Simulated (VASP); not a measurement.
# As (R-3m) in VASP: notebook, part 2 of 2

VASP 6.6.1. Earlier steps stand in the parts before.

## 3. Single point, PBEsol

INCAR

```
ALGO = Fast
EDIFF = 1E-6
ENCUT = 520
GGA = PS
ISIF = 2
ISMEAR = 0
LASPH = T
LCHARG = F
LREAL = F
LWAVE = F
NELM = 100
PREC = Accurate
SIGMA = 0.1
```

KPOINTS

```
k-points
0
Gamma
  15 15 15
```

POSCAR

```
As
1.0
    1.8797500000      1.0852741700      3.4857666700
   -1.8797500000      1.0852741700      3.4857666700
    0.0000000000     -2.1705483400      3.4857666700
As
2
Direct
    0.2275400000      0.2275400000      0.2275400000
    0.7724600000      0.7724600000      0.7724600000
```

Potentials or basis: VASP PAW PBE potentials, release 64 (As).

Launch:

```bash
cat potpaw_PBE.64/As/POTCAR > POTCAR
mpirun -np 1 vasp_std > vasp.out
```

Run time: 88 s. Hardware: 1 thread of Intel Xeon Platinum 8259CL at 2.50GHz (Skylake/Cascade Lake), shared host; peak memory 0.27 GiB.

Results (log left out):

```yaml
Free_energy: -10.2042 eV
Pressure: 0.5 GPa
Largest_force: 0.238 eV/Å
Band_gap_on_the_k_mesh: none (metal or under the smearing width)
```

Forces in eV/Å, atoms in the order of the input:
```
As   0.000  0.000  0.238
As   0.000  0.000 -0.238
```

Stress tensor (GPa, compression positive):
```
 0.95  0.00  0.00
 0.00  0.95  0.00
 0.00  0.00 -0.29
```

Levels at points of the mesh, in eV from the Fermi level:
| k point | band 3 | band 4 | band 5 | band 6 | band 7 | band 8 |
| --- | --- | --- | --- | --- | --- | --- |
| (0.00, 0.00, 0.00) | -2.58 | -2.04 | -2.04 | 1.69 | 2.91 | 2.91 |

Caveat: the PAW data sets were made with another functional, which shifts forces and pressure a little.

## 4. Relaxation of cell and atoms, PBEsol

INCAR

```
  PREC = Accurate
  ENCUT = 580
  EDIFF = 1E-7
  ISMEAR = 0
  SIGMA = 0.1
  LREAL = False
  LASPH = True
  NELM = 100
  ALGO = Fast
  ISIF = 3
  LWAVE = False
  LCHARG = False
  GGA = PS
  IBRION = 2
  NSW = 90
  EDIFFG = -0.005
```

KPOINTS

```
Automatic mesh
0
Gamma
  15 15 15
```

POSCAR is that of step 3.

Potentials or basis: VASP PAW PBE potentials, release 64 (As).

Launch:

```bash
cat potpaw_PBE.64/As/POTCAR > POTCAR
mpirun -np 1 vasp_std > vasp.out
```

OUTCAR:

```text
PREC = Accurate
   ENCUT = 580
   EDIFF = 1E-7
   ISMEAR = 0
   LREAL = False
   LASPH = True
   NELM = 100
   ISIF = 3
   GGA = PS
   IBRION = 2
   NSW = 90
   EDIFFG = -0.005

 ion  position               nearest neighbor table
   1  0.228  0.228  0.228-   2 2.52   2 2.52   2 2.52
   2  0.772  0.772  0.772-   1 2.52   1 2.52   1 2.52

  LATTYP: Found a trigonal (rhomboedric) cell.
 ALAT       =     4.1063182249
 COS(alpha) =     0.5808929386

  Lattice vectors:

 A1 = (   1.8797500000,   1.0852741700,   3.4857666700)
 A2 = (  -1.8797500000,   1.0852741700,   3.4857666700)
 A3 = (   0.0000000000,  -2.1705483400,   3.4857666700)

Analysis of symmetry for initial positions (statically):
=====================================================================
 Subroutine PRICEL returns:
 Original cell was already a primitive cell.

 Routine SETGRP: Setting up the symmetry group for a
 trigonal (rhombohedral) supercell.

 Subroutine GETGRP returns: Found 12 space group operations
 (whereof 12 operations were pure point group operations)
 out of a pool of 12 trial point group operations.

The static configuration has the point symmetry D_3d.

Analysis of symmetry for dynamics (positions and initial velocities):
=====================================================================
 Subroutine PRICEL returns:
 Original cell was already a primitive cell.

 Routine SETGRP: Setting up the symmetry group for a
 trigonal (rhombohedral) supercell.

 Subroutine GETGRP returns: Found 12 space group operations
 (whereof 12 operations were pure point group operations)
 out of a pool of 12 trial point group operations.

The dynamic configuration has the point symmetry D_3d.

 Subroutine INISYM returns: Found 12 space group operations
 (whereof 12 operations are pure point group operations),
 and found     1 'primitive' translations

[... 144 lines left out ...]

  energy without entropy =      -10.20347014  energy(sigma->0) =      -10.20386844

------------------------ aborting loop because EDIFF is reached ----------------------------------------

  FORCE on cell =-STRESS in cart. coord.  units (eV):
  Direction    XX          YY          ZZ          XY          YZ          ZX
  --------------------------------------------------------------------------------------
  -------------------------------------------------------------------------------------
  Total        0.2546691      0.2546691     -0.0776862      0.0000000     -0.0000000      0.0000000
  in kB        9.5630770      9.5630770     -2.9171944      0.0000000     -0.0000000      0.0000000
  external PRESSURE =       5.4029865 kB  Pullay stress =       0.0000000 kB
[... 89 lines left out ...]
  FREE ENERGIE OF THE ION-ELECTRON SYSTEM (eV)
  ---------------------------------------------------
  free  energy   TOTEN  =       -10.2079648053 eV

  energy  without entropy=      -10.2072727532  energy(sigma->0) =      -10.20761878

[... ionic steps 4 to 9 ...]

--------------------------------------- Ionic step       10  -------------------------------------------

 number of electron      10.0000000 magnetization

------------------------ aborting loop because EDIFF is reached ----------------------------------------
[... 67 lines left out ...]
--------------------------------------- Ionic step       12  -------------------------------------------

 number of electron      10.0000000 magnetization

 Free energy of the ion-electron system (eV)
  ---------------------------------------------------
  ext. energy  EPLUGINS =         0.00000000
  ---------------------------------------------------
  free energy    TOTEN  =       -10.21522104 eV

  energy without entropy =      -10.21462654  energy(sigma->0) =      -10.21492379

 E-fermi :   5.6050     XC(G=0): -10.2649

 val. band max:        5.5921244120   @ k =   0.4000   0.2667   0.2667
 cond. band min:       5.6176718036   @ k =   0.3333   0.2000   0.2000
 fundamental gap:      0.0255473917
 Fermi energy:         5.6049705892

 k-point     1 :       0.0000    0.0000    0.0000
  band No.  band energies     occupation
      1      -9.5152      2.00000
      2       0.0472      2.00000
      3       3.2477      2.00000
      4       3.5429      2.00000
      5       3.5429      2.00000
      6       7.7331      0.00000
      7       8.7426      0.00000
      8       8.7426      0.00000
      9      12.0341      0.00000
[... 265 lines left out ...]
 k-point    24 :       0.2000    0.1333    0.0000
  band No.  band energies     occupation
      1      -9.0066      2.00000
      2      -1.4963      2.00000
      3       2.4000      2.00000
      4       2.8271      2.00000
      5       4.8561      2.00000
      6       6.6186      0.00000
      7       8.2231      0.00000
      8       9.2006      0.00000
      9      10.8831      0.00000

 [... further k-points ...]

------------------------ aborting loop because EDIFF is reached ----------------------------------------

  FORCE on cell =-STRESS in cart. coord.  units (eV):
  Direction    XX          YY          ZZ          XY          YZ          ZX
  --------------------------------------------------------------------------------------
  -------------------------------------------------------------------------------------
  Total       -0.0036089     -0.0036089      0.0066416      0.0000000     -0.0000000      0.0000000
  in kB       -0.1383571     -0.1383571      0.2546259      0.0000000     -0.0000000      0.0000000
  external PRESSURE =      -0.0073628 kB  Pullay stress =       0.0000000 kB
[... 17 lines left out ...]
  FREE ENERGIE OF THE ION-ELECTRON SYSTEM (eV)
  ---------------------------------------------------
  free  energy   TOTEN  =       -10.2152210398 eV

  energy  without entropy=      -10.2146265400  energy(sigma->0) =      -10.21492379

 reached required accuracy - stopping structural energy minimisation
```

CONTCAR:

```text
As
   1.00000000000000
     1.8943931622243910    1.0937284036866866    3.3616335980688219
    -1.8943931622243910    1.0937284036866866    3.3616335980688219
     0.0000000000000000   -2.1874568073733731    3.3616335980688219
  As
     2
Direct
     0.2305595535482214    0.2305595535482214    0.2305595535482214
     0.7694404464517788    0.7694404464517788    0.7694404464517788

  0.00000000E+00  0.00000000E+00  0.00000000E+00
  0.00000000E+00  0.00000000E+00  0.00000000E+00
```

It took 7.8 min on 1 thread of Intel Xeon Platinum 8259CL at 2.50GHz (Skylake/Cascade Lake), shared host; peak memory 0.31 GiB.

What came out:

```yaml
Free_energy: -10.2152 eV
Relaxed_volume: 20.90 Å³/atom
Relaxed_cell: a = 4.011 Å, b = 4.011 Å, c = 4.011 Å, α = 56.37°, β = 56.37°, γ = 56.37°
Space_group_after_relaxing_to_0.05_Å: R-3m (No. 166)
Energy_gained_by_relaxing: 5.5 meV/atom
Ionic_steps: 12
Pressure_after_relaxing: 0.0 GPa
Band_gap_on_the_k_mesh: none (metal or under the smearing width)
```

Step by step:
```csv
step,energy change (eV),largest force (eV/Å),pressure (GPa),volume (Å³)
1,0.0000,0.2381,0.54,42.67
2,-0.0036,0.0036,-0.97,43.11
3,-0.0037,0.0352,-0.77,43.05
4,-0.0073,0.0154,-0.51,42.63
5,-0.0106,0.0180,0.06,41.86
6,-0.0107,0.0241,0.18,41.71
7,-0.0109,0.0201,-0.10,41.81
8,-0.0109,0.0209,-0.05,41.79
9,-0.0109,0.0082,0.09,41.75
10,-0.0109,0.0035,0.04,41.76
11,-0.0109,0.0040,0.03,41.76
12,-0.0110,0.0015,0.00,41.79
```

Final structure:
```
CELL_PARAMETERS angstrom
1.89439 1.09373 3.36163
-1.89439 1.09373 3.36163
0.00000 -2.18746 3.36163
ATOMIC_POSITIONS crystal
As 0.23056 0.23056 0.23056
As 0.76944 0.76944 0.76944
```

Caveat: the PAW data sets were made with another functional, which shifts forces and pressure a little.

## 5. Relaxation of cell and atoms, PBEsol

INCAR: that of step 4 with these lines changed.

```diff
@@ -1,3 +1,3 @@
   PREC = Accurate
-  ENCUT = 580
+  ENCUT = 480
   EDIFF = 1E-7
```

KPOINTS is that of step 4.

POSCAR is that of step 4.

Launch:

```bash
cat potpaw_PBE.64/As/POTCAR > POTCAR
mpirun -np 1 vasp_std > vasp.out
```

Wall time 11 min (1 thread of Intel Xeon Platinum 8259CL at 2.50GHz (Skylake/Cascade Lake), shared host); peak memory 0.27 GiB.

The run converged. Its results:

| Property | Result |
| --- | --- |
| Free energy | -10.2151 eV |
| Relaxed volume | 20.89 Å³/atom |
| Relaxed cell | a = 4.011 Å, b = 4.011 Å, c = 4.011 Å, α = 56.37°, β = 56.37°, γ = 56.37° |
| Space group after relaxing (to 0.05 Å) | R-3m (No. 166) |
| Energy gained by relaxing | 5.5 meV/atom |
| Ionic steps | 12 |
| Pressure after relaxing | 0.0 GPa |
| Band gap on the k mesh | none (metal or under the smearing width) |

Step by step:
| step | energy change (eV) | largest force (eV/Å) | pressure (GPa) | volume (Å³) |
| --- | --- | --- | --- | --- |
| 1 | 0.0000 | 0.2382 | 0.53 | 42.67 |
| 2 | -0.0036 | 0.0045 | -0.97 | 43.11 |
| 3 | -0.0037 | 0.0347 | -0.77 | 43.05 |
| 4 | -0.0073 | 0.0146 | -0.51 | 42.63 |
| 5 | -0.0106 | 0.0186 | 0.06 | 41.85 |
| 6 | -0.0107 | 0.0246 | 0.18 | 41.71 |
| 7 | -0.0109 | 0.0199 | -0.10 | 41.80 |
| 8 | -0.0110 | 0.0208 | -0.05 | 41.79 |
| 9 | -0.0110 | 0.0082 | 0.09 | 41.74 |
| 10 | -0.0110 | 0.0036 | 0.04 | 41.76 |
| 11 | -0.0110 | 0.0040 | 0.03 | 41.76 |
| 12 | -0.0110 | 0.0015 | 0.00 | 41.79 |

Final structure:
```
CELL_PARAMETERS angstrom
1.89432 1.09369 3.36154
-1.89432 1.09369 3.36154
0.00000 -2.18737 3.36154
ATOMIC_POSITIONS crystal
As 0.23056 0.23056 0.23056
As 0.76944 0.76944 0.76944
```

Levels at points of the mesh, in eV from the Fermi level:
| k point | band 1 | band 2 | band 3 | band 4 | band 5 | band 6 | band 7 | band 8 | band 9 |
| --- | --- | --- | --- | --- | --- | --- | --- | --- | --- |
| (0.00, 0.00, 0.00) | -15.12 | -5.56 | -2.36 | -2.06 | -2.06 | 2.13 | 3.14 | 3.14 | 6.43 |

Caveat: the PAW data sets were made with another functional, which shifts forces and pressure a little.

## 6. Summary

| task | cell | k mesh | cutoff (eV) | gap on the mesh (eV) | pressure (GPa) | relaxed volume (Å³/atom) |
| --- | --- | --- | --- | --- | --- | --- |
| relaxation of cell and atoms | relaxed | 6 × 6 × 6 | 600 | none | 0.0 | 21.10 |
| single point | as given | 15 × 15 × 15 | 520 | none | 0.5 | - |
| relaxation of cell and atoms | relaxed | 15 × 15 × 15 | 580 | none | 0.0 | 20.90 |
| relaxation of cell and atoms | relaxed | 15 × 15 × 15 | 480 | none | 0.0 | 20.89 |

Alike in all rows: level PBEsol; potentials or basis VASP PAW PBE potentials, release 64 (As); no spin polarisation; smearing gaussian 0.1 eV.

Caveats: the PAW data sets were made with another functional, which shifts forces and pressure a little.

Total energies depend on the potentials used, so only differences within one code and one set of settings carry meaning.
